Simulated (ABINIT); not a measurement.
# GaAs (F-43m): G0W0 in ABINIT against the exchange cutoff

Aim: move the exchange cutoff of a G0W0 run on GaAs (F-43m) over a wide range.

Method: PBE and many-body steps on it, plane waves, in ABINIT 10.8.3.

## Step 1: Starting point

It takes space group F-43m (No. 216, cubic). The conventional cell has a = 5.654 Å, b = 5.654 Å, c = 5.654 Å, α = 90.00°, β = 90.00°, γ = 90.00°. Ga has 4 As at 2.45 Å nearest. Nearest to As lie 4 Ga at 2.45 Å. Farther neighbours are not listed.

The cell and positions come from the Crystallography Open Database and are kept as given unless a step says otherwise.

## Step 2: Screening, 4×4×4 mesh, 87 bands, screening to 163.3 eV

This step: ABINIT 10.8.3; RPA screening on PBE, plane waves, norm-conserving pseudopotentials.

The RPA dielectric matrix is built and inverted for each q.

run.abi

```
acell 3*1.0 Angstrom
rprim 
  0.000000000000 2.826850000000 2.826850000000
  2.826850000000 0.000000000000 2.826850000000
  2.826850000000 2.826850000000 -0.000000000000
ntypat 2
znucl 31 33
natom 2
typat 1 2
xred 
  0.000000000000 0.000000000000 0.000000000000
  0.250000000000 0.250000000000 0.250000000000
pp_dirpath "pseudos"
pseudos "Ga.upf, As.upf"
ecut 38
ngkpt 4 4 4
nshiftk 1
shiftk 0 0 0
kptopt 1
chksymbreak 0
istwfk *1
occopt 1
irdwfk 1
optdriver 3
nband 87
ecuteps 6
inclvkb 2
awtr 1
symchi 1
indata_prefix "in"
outdata_prefix "out"
tmpdata_prefix "tmp"
```

Command:

```sh
OMP_NUM_THREADS=1 mpirun -n 8 abinit run.abi > log
```

The program printed:

```text
.Version 10.8.3 of ABINIT. v10.8.2 released Aug 2026.

 Symmetries : space group F-4 3 m (#216); Bravais cF (face-center cubic)
[... echo of the input left out ...]
== DATASET  1 ==================================================================
-   mpi_nproc: 8, omp_nthreads: 1 (-1 if OMP is not activated)

--- !DatasetInfo
iteration_state: {dtset: 1, }
dimensions: {natom: 2, nkpt: 8, mband: 87, nsppol: 1, nspinor: 1, nspden: 1, mpw: 3479, }
cutoff_energies: {ecut:  38.0, pawecutdg:  -1.0, }
electrons: {nelect:   2.80000000E+01, charge:   0.00000000E+00, occopt:   1.00000000E+00, tsmear:   1.00000000E-02, }

 SCREENING: Calculation of the susceptibility and dielectric matrices

 Based on a program developped by R.W. Godby, V. Olevano, G. Onida, and L. Reining.
 Incorporated in ABINIT by V. Olevano, G.-M. Rignanese, and M. Torrent.
.Using double precision arithmetic ; gwpc =  8

[... cell and pseudopotentials left out ...]
--------------------------------------------------------------------------------

 ==== K-mesh for the wavefunctions ====
 Number of points in the irreducible wedge :     8
[... list of points left out ...]
 Together with 24 symmetry operations and time-reversal symmetry
 yields    64 points in the full Brillouin Zone.

 ==== Q-mesh for the screening function ====
 Number of points in the irreducible wedge :     8
[... list of points left out ...]
 Together with 24 symmetry operations and time-reversal symmetry
 yields    64 points in the full Brillouin Zone.

 setmesh: FFT mesh size selected  =    30x   30x   30
          total number of points  =        27000

 vcoul_init : cutoff-mode = AUXILIARY_FUNCTION
 q-points for optical limit:   1
     1)      0.000010    0.000020    0.000030

- screening: taking advantage of time-reversal symmetry
- Maximum band index for partially occupied states nbvw = 14
- Remaining bands to be divided among processors   nbcw = 73
- Number of bands treated by each node ~9

 Number of electrons calculated from density =   28.0000; Expected =   28.0000
 average of density, n =  0.091838
 r_s =    1.3750
 omega_plasma =   29.2326 [eV]

 calculating chi0 at frequencies [eV] :
  1    0.000000E+00    0.000000E+00
  2    0.000000E+00    2.923258E+01

--------------------------------------------------------------------------------
  q-point number  1        q = ( 0.000000, 0.000000, 0.000000) [r.l.u.]
--------------------------------------------------------------------------------
[... chi0 elements left out ...]
 For q-point:  0.000010 0.000020 0.000030
  dielectric constant = 138.8800
  dielectric constant without local fields = 147.8299

  Average fulfillment of the sum rule on Im[epsilon] for q-point    1 :     49.39  [%]
[... wings left out ...]
  q-point number  2        q = ( 0.250000, 0.000000, 0.000000) [r.l.u.]
--------------------------------------------------------------------------------
[... chi0 elements left out ...]
  Average fulfillment of the sum rule on Im[epsilon] for q-point    2 :     61.96  [%]

 [... 6 further q-points ...]
```

The job ended after 23 s (8 MPI ranks of Intel Xeon Platinum 8259CL at 2.50GHz (Skylake/Cascade Lake), shared host; peak memory 1.4 GiB; 3 min of CPU time).

This step gave:

```
ε∞ with local fields, on this mesh, along the program's q direction : 138.9
the same without local fields                                       : 147.8
plasma frequency                                                    : 29.23 eV
plane waves in the screening matrix                                 : 181
```

Local fields lower ε∞ by 6 %. The value itself is an artefact of the mesh, where one narrow direct gap carries too much weight.

## Step 3: 3.8 Ha

This step: G0W0 on PBE, plane waves, norm-conserving pseudopotentials.

Edit run.abi of step 2 so:

```diff
@@ -23,8 +23,15 @@
 irdwfk 1
-optdriver 3
+optdriver 4
 nband 87
+gwcalctyp 0
+ecutsigx 3.8
+symsigma 1
+nkptgw 1
+kptgw 
+  0.0000000000 0.0000000000 0.0000000000
+bdgw 
+  12 18
 ecuteps 6
-inclvkb 2
-awtr 1
-symchi 1
+irdscr 1
+ppmodel 1
 indata_prefix "in"
```

The program printed:

```text
.Version 10.8.3 of ABINIT. v10.8.2 released Aug 2026.

 Symmetries : space group F-4 3 m (#216); Bravais cF (face-center cubic)
[... echo of the input left out ...]
== DATASET  1 ==================================================================
-   mpi_nproc: 8, omp_nthreads: 1 (-1 if OMP is not activated)

--- !DatasetInfo
iteration_state: {dtset: 1, }
dimensions: {natom: 2, nkpt: 8, mband: 87, nsppol: 1, nspinor: 1, nspden: 1, mpw: 3479, }
cutoff_energies: {ecut:  38.0, pawecutdg:  -1.0, }
electrons: {nelect:   2.80000000E+01, charge:   0.00000000E+00, occopt:   1.00000000E+00, tsmear:   1.00000000E-02, }

 SIGMA: Calculation of the GW corrections

 Based on a program developped by R.W. Godby, V. Olevano, G. Onida, and L. Reining.
 Incorporated in ABINIT by V. Olevano, G.-M. Rignanese, and M. Torrent.
.Using double precision arithmetic ; gwpc =  8

[... cell and pseudopotentials left out ...]
--------------------------------------------------------------------------------

 ==== K-mesh for the wavefunctions ====
 Number of points in the irreducible wedge :     8
[... list of points left out ...]
 Together with 24 symmetry operations and time-reversal symmetry
 yields    64 points in the full Brillouin Zone.

 ==== Q-mesh for screening function ====
 Number of points in the irreducible wedge :     8
[... list of points left out ...]
 Together with 24 symmetry operations and time-reversal symmetry
 yields    64 points in the full Brillouin Zone.

 vcoul_init : cutoff-mode = AUXILIARY_FUNCTION
 q-points for optical limit:   1
     1)      0.000010    0.000020    0.000030
 setmesh: FFT mesh size selected  =    27x   27x   27
          total number of points  =        19683

 Number of electrons calculated from density =   28.0000; Expected =   28.0000
 average of density, n =  0.091838
 r_s =    1.3750
 omega_plasma =   29.2326 [eV]

 === KS Band Gaps ===
  >>>> For spin  1
   Minimum direct gap =   0.5137 [eV], located at k-point      :   0.0000  0.0000  0.0000
   Fundamental gap    =   0.5137 [eV], Top of valence bands at :   0.0000  0.0000  0.0000
                                       Bottom of conduction at :   0.0000  0.0000  0.0000
 SIGMA fundamental parameters:
 PLASMON POLE MODEL  1
 number of plane-waves for SigmaX                  113
 number of plane-waves for SigmaC and W            113
 number of plane-waves for wavefunctions          3479
 number of bands                                    87
 number of independent spin polarizations            1
 number of spinorial components                      1
 number of k-points in IBZ                           8
 number of q-points in IBZ                           8
 number of symmetry operations                      24
 number of k-points in BZ                           64
 number of q-points in BZ                           64
 number of frequencies for dSigma/dE                 9
 frequency step for dSigma/dE [eV]                0.25
 number of omega for Sigma on real axis              0
 max omega for Sigma on real axis  [eV]           0.00
 zcut for avoiding poles [eV]                     0.10

 EPSILON^-1 parameters (SCR file):
 dimension of the eps^-1 matrix on file            181
 dimension of the eps^-1 matrix used               113
 number of plane-waves for wavefunctions          3479
 number of bands                                    87
 number of q-points in IBZ                           8
 number of frequencies                               2
 number of real frequencies                          1
 number of imag frequencies                          1

 matrix elements of self-energy operator (all in [eV])

 Perturbative Calculation

--- !SelfEnergy_ee
iteration_state: {dtset: 1, }
kpoint     : [   0.000,    0.000,    0.000, ]
spin       : 1
KS_gap     :    0.514
QP_gap     :    1.816
Delta_QP_KS:    1.302
data: !SigmaeeData |
     Band     E0 <VxcDFT>   SigX SigC(E0)      Z dSigC/dE  Sig(E)    E-E0       E
       12   4.024 -13.358 -14.956   1.517   0.796  -0.256 -13.423  -0.064   3.960
       13   4.024 -13.358 -14.956   1.517   0.796  -0.256 -13.423  -0.064   3.960
       14   4.024 -13.358 -14.956   1.517   0.796  -0.256 -13.423  -0.064   3.960
       15   4.538 -13.901  -8.625  -3.723   0.797  -0.255 -12.663   1.238   5.775
       16   7.763 -10.841  -6.410  -4.077   0.799  -0.252 -10.559   0.282   8.045
       17   7.763 -10.841  -6.410  -4.077   0.799  -0.252 -10.559   0.282   8.045
       18   7.763 -10.841  -6.410  -4.077   0.799  -0.252 -10.559   0.282   8.045

== END DATASET(S) ==============================================================
================================================================================

 -outvars: echo values of variables after computation  --------
           etotal      0.0000000000E+00
            nband          87
             nkpt           8
          spgroup         216
 [... the other variables as echoed above ...]

 Calculation completed.
```

It took 4.3 s on 8 MPI ranks; peak memory 0.45 GiB.

This step gave:

- G0W0 gap on the points computed: 1.815 eV
- starting gap on the mesh: 0.5137 eV
- k of the valence top: 0, 0, 0
- k of the conduction bottom: 0, 0, 0
- Z at the valence top: 0.796
- Z at the conduction bottom: 0.797
- least direct G0W0 gap on the computed points: 1.815 eV

## Step 4: 7.6 Ha

Edit run.abi of step 3 so:

```diff
@@ -26,3 +26,3 @@
 gwcalctyp 0
-ecutsigx 3.8
+ecutsigx 7.6
 symsigma 1
```

The program printed:

```text
.Version 10.8.3 of ABINIT. v10.8.2 released Aug 2026.

 Symmetries : space group F-4 3 m (#216); Bravais cF (face-center cubic)
[... echo of the input left out ...]
== DATASET  1 ==================================================================
-   mpi_nproc: 8, omp_nthreads: 1 (-1 if OMP is not activated)

--- !DatasetInfo
iteration_state: {dtset: 1, }
dimensions: {natom: 2, nkpt: 8, mband: 87, nsppol: 1, nspinor: 1, nspden: 1, mpw: 3479, }
cutoff_energies: {ecut:  38.0, pawecutdg:  -1.0, }
electrons: {nelect:   2.80000000E+01, charge:   0.00000000E+00, occopt:   1.00000000E+00, tsmear:   1.00000000E-02, }

 SIGMA: Calculation of the GW corrections

 Based on a program developped by R.W. Godby, V. Olevano, G. Onida, and L. Reining.
 Incorporated in ABINIT by V. Olevano, G.-M. Rignanese, and M. Torrent.
.Using double precision arithmetic ; gwpc =  8

[... cell and pseudopotentials left out ...]
--------------------------------------------------------------------------------

 ==== K-mesh for the wavefunctions ====
 Number of points in the irreducible wedge :     8
[... list of points left out ...]
 Together with 24 symmetry operations and time-reversal symmetry
 yields    64 points in the full Brillouin Zone.

 ==== Q-mesh for screening function ====
 Number of points in the irreducible wedge :     8
[... list of points left out ...]
 Together with 24 symmetry operations and time-reversal symmetry
 yields    64 points in the full Brillouin Zone.

 vcoul_init : cutoff-mode = AUXILIARY_FUNCTION
 q-points for optical limit:   1
     1)      0.000010    0.000020    0.000030
 setmesh: FFT mesh size selected  =    32x   32x   32
          total number of points  =        32768

 Number of electrons calculated from density =   28.0000; Expected =   28.0000
[...]
number of q-points in BZ                           64
 number of frequencies for dSigma/dE                 9
 frequency step for dSigma/dE [eV]                0.25
 number of omega for Sigma on real axis              0
 max omega for Sigma on real axis  [eV]           0.00
 zcut for avoiding poles [eV]                     0.10

 EPSILON^-1 parameters (SCR file):
 dimension of the eps^-1 matrix on file            181
 dimension of the eps^-1 matrix used               181
 number of plane-waves for wavefunctions          3479
 number of bands                                    87
 number of q-points in IBZ                           8
 number of frequencies                               2
 number of real frequencies                          1
 number of imag frequencies                          1

 matrix elements of self-energy operator (all in [eV])

 Perturbative Calculation

--- !SelfEnergy_ee
iteration_state: {dtset: 1, }
kpoint     : [   0.000,    0.000,    0.000, ]
spin       : 1
KS_gap     :    0.514
QP_gap     :    1.196
Delta_QP_KS:    0.682
data: !SigmaeeData |
     Band     E0 <VxcDFT>   SigX SigC(E0)      Z dSigC/dE  Sig(E)    E-E0       E
       12   4.024 -13.358 -15.410   1.498   0.796  -0.257 -13.799  -0.440   3.584
       13   4.024 -13.358 -15.410   1.498   0.796  -0.257 -13.799  -0.440   3.584
       14   4.024 -13.358 -15.410   1.498   0.796  -0.257 -13.799  -0.440   3.584
       15   4.538 -13.901  -9.862  -3.736   0.797  -0.255 -13.659   0.242   4.779
       16   7.763 -10.841  -6.665  -4.071   0.798  -0.252 -10.757   0.084   7.846
       17   7.763 -10.841  -6.665  -4.071   0.798  -0.252 -10.757   0.084   7.846
       18   7.763 -10.841  -6.665  -4.071   0.798  -0.252 -10.757   0.084   7.846

== END DATASET(S) ==============================================================
================================================================================

 -outvars: echo values of variables after computation  --------
           etotal      0.0000000000E+00
            nband          87
             nkpt           8
          spgroup         216
 [... the other variables as echoed above ...]

 Calculation completed.
```

Elapsed: 6.6 s, on 8 MPI ranks; peak memory 1.1 GiB; 51 s of CPU time.

This step gave:

```yaml
g0w0_gap_on_the_points_computed: 1.195 eV
starting_gap_on_the_mesh: 0.5137 eV
k_of_the_valence_top: 0, 0, 0
k_of_the_conduction_bottom: 0, 0, 0
z_at_the_valence_top: 0.796
z_at_the_conduction_bottom: 0.797
least_direct_g0w0_gap_on_the_computed_points: 1.195 eV
```

## Step 5: 15.2 Ha

The self-energy is evaluated for the states that the input lists, and the levels follow from it, in one-shot runs by the linearised quasiparticle equation.

Edit run.abi of step 4 so:

```diff
@@ -26,3 +26,3 @@
 gwcalctyp 0
-ecutsigx 7.6
+ecutsigx 15.2
 symsigma 1
```

The program printed:

```text
.Version 10.8.3 of ABINIT. v10.8.2 released Aug 2026.

 Symmetries : space group F-4 3 m (#216); Bravais cF (face-center cubic)
[... echo of the input left out ...]
== DATASET  1 ==================================================================
-   mpi_nproc: 8, omp_nthreads: 1 (-1 if OMP is not activated)

--- !DatasetInfo
iteration_state: {dtset: 1, }
dimensions: {natom: 2, nkpt: 8, mband: 87, nsppol: 1, nspinor: 1, nspden: 1, mpw: 3479, }
cutoff_energies: {ecut:  38.0, pawecutdg:  -1.0, }
[...]
16   7.763 -10.841  -6.794  -4.071   0.798  -0.252 -10.860  -0.019   7.744
       17   7.763 -10.841  -6.794  -4.071   0.798  -0.252 -10.860  -0.019   7.744
       18   7.763 -10.841  -6.794  -4.071   0.798  -0.252 -10.860  -0.019   7.744

== END DATASET(S) ==============================================================
================================================================================

 -outvars: echo values of variables after computation  --------
           etotal      0.0000000000E+00
            nband          87
             nkpt           8
          spgroup         216
 [... the other variables as echoed above ...]

 Calculation completed.
```

Run time: 5 s. Hardware: 8 MPI ranks; peak memory 0.78 GiB; 38 s of CPU time.

This step gave:

* G0W0 gap on the points computed: 1.068 eV
* starting gap on the mesh: 0.5137 eV
* k of the valence top: 0, 0, 0
* k of the conduction bottom: 0, 0, 0
* least direct G0W0 gap on the computed points: 1.068 eV

The gap on the mesh goes from 0.51 eV to 1.07 eV, a correction of +0.55 eV.

[end of part 1 of 2]

[Paths, hosts, dates, memory and timing lines, banners, echoed tables and standing remarks are left out of the program output.]

[Logs are printed without paths, hosts, clocks, repeated set-up lines and the standing remarks that a program may print on its own settings, such as how far it seeks lower states.]

[Runs of the session that timed out or met a known fault of the program may be left out.]

[Hosts, paths, dates, database ids (printed as entryN), source tags and the programs' standing remarks are cut or masked in the printed files.]

[G0W0 gaps are taken among the corrected bands and points alone; a level outside them can change the order at an edge.]

[Where Ansatz stands beside ABINIT at settings called matched, ABINIT's density can come from a denser mesh and the files from another edition; pairs whose starting gaps differed by over 0.03 eV were left out, so agreement reads better than it is.]
